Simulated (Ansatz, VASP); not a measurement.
**Zn in VASP and in Ansatz**

The input INCAR:

```
  PREC = Accurate
  ENCUT = 520
  EDIFF = 1E-6
  ISMEAR = -1
  SIGMA = 0.01
  LREAL = F
  LASPH = T
  NELM = 150
  ALGO = Normal
  ISIF = 2
  LWAVE = F
  LCHARG = F
  LNONCOLLINEAR = T
  MAGMOM = 0 0 0.5
  LORBIT = 11
  NBANDS = 23
```

The input KPOINTS:

```
regular mesh
0
Gamma
  9 9 9
```

File POSCAR:

```
Zn
1.0
    0.0000000000      1.8239364684      1.8239364684
    1.8239364684      0.0000000000      1.8239364684
    1.8239364684      1.8239364684      0.0000000000
Zn
1
Direct
    0.0000000000      0.0000000000      0.0000000000
```

The input input.yaml:

```yaml
crystal:
  lattice:
    - [0.0, 1.8239364684, 1.8239364684]
    - [1.8239364684, 0.0, 1.8239364684]
    - [1.8239364684, 1.8239364684, 0.0]
  atoms:
    - { symbol: Zn, position: [0.0, 0.0, 0.0], spin: 0.5, spin_axis: [0.0, 0.0, 1.0] }
kpoints:
  mp_grid: { grid: [9, 9, 9] }
scf:
  occupations: { method: fermi_dirac, width: 0.01 }
hamiltonian:
  xc: lda
  pseudopotentials: { kind: all_electron, lapw: { basis_error: 0.0005 } }
magnetization:
  noncollinear: true
output:
  forces: true
  stress: true
  eigenvalues: true
```

Change from the starting cell: volume scaled by 0.8.

Alike in both runs: task single point; functional LDA; k mesh 9 × 9 × 9; occupations fermi-dirac, width 0.01 eV; non-collinear spin.

```csv
,VASP,Ansatz
version,VASP 6.6.1,Ansatz 0.2.0
potentials or method,"VASP PAW LDA potentials, release 64 (Zn)","all-electron LAPW, scalar-relativistic"
plane-wave cutoff (eV),520,see its input
```

Ansatz gave:

| Quantity | Value |
| --- | --- |
| gap on the k mesh at the Fermi level (eV) | none |
| pressure (GPa) | 15.1 |
| net moment per atom (μB) | 0.00 |

Task: Which values does VASP return?

Result: gap on the k mesh at the Fermi level (eV): none; pressure (GPa): 16.2; net moment per atom (μB): 0.00.

A gap of «none» marks a metal or a gap that the smearing closes. Ansatz ran all-electron here, so the differences hold the error of VASP's frozen core and of both bases.

Caveats: so large a pressure means that the cell lies far from this level's equilibrium, or that cutoff or potentials fall short (VASP); the k mesh is thin for a metal, which can move the energy by tens of meV per atom (Ansatz); the starting moments weren't kept (Ansatz).
